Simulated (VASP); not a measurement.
The system is Au.

```
CELL_PARAMETERS angstrom
2.90000 0.00000 0.00000
-1.45000 2.51147 0.00000
0.00000 0.00000 4.88000
ATOMIC_POSITIONS crystal
Au 0.66667 0.33333 0.25000
Au 0.33333 0.66667 0.75000
```

This isn't the form of Au at room conditions, which is fcc.

* Program: VASP 6.6.1
* Task: relaxation of cell and atoms
* Functional: PBEsol
* Potentials or basis: VASP PAW PBE potentials, release 64 (Au)
* Cutoff: 600 eV
* k mesh: 10 × 10 × 6
* Occupations: fermi-dirac, width 0.05 eV
* Spin: no spin polarisation

At the start: pressure -6.3 GPa; volume 17.77 Å³/atom.

**Question.** How do energy, volume and symmetry change on relaxing?

**Answer.** Over 9 steps the energy falls by 17.2 meV/atom and the volume is 17.04 Å³/atom (-4.1 %); space group P6_3/mmc (No. 194, to 0.05 Å).

The path:
| step | energy change (eV) | largest force (eV/Å) | pressure (GPa) | volume (Å³) |
| --- | --- | --- | --- | --- |
| 1 | 0.0000 | 0.0000 | -6.33 | 35.54 |
| 2 | 0.0419 | 0.0000 | 12.63 | 32.05 |
| 3 | -0.0313 | 0.0000 | 0.03 | 34.08 |
| 4 | -0.0313 | 0.0000 | 0.12 | 34.06 |
| 5 | -0.0333 | 0.0000 | 0.14 | 34.05 |
| 6 | -0.0344 | 0.0000 | 0.19 | 34.03 |
| 7 | -0.0344 | 0.0000 | 0.19 | 34.04 |
| 8 | -0.0343 | 0.0000 | -0.36 | 34.15 |
| 9 | -0.0344 | 0.0000 | -0.01 | 34.07 |

Final structure:
```yaml
crystal:
  lattice:
    - [2.88274, 0.00000, 0.00000]
    - [-1.44137, 2.49652, 0.00000]
    - [0.00000, 0.00000, 4.73450]
  atoms:
    - { symbol: Au, position: [0.66667, 0.33333, 0.25000] }
    - { symbol: Au, position: [0.33333, 0.66667, 0.75000] }
```

Caveat: the PAW data sets were made with another functional, which shifts forces and pressure a little.
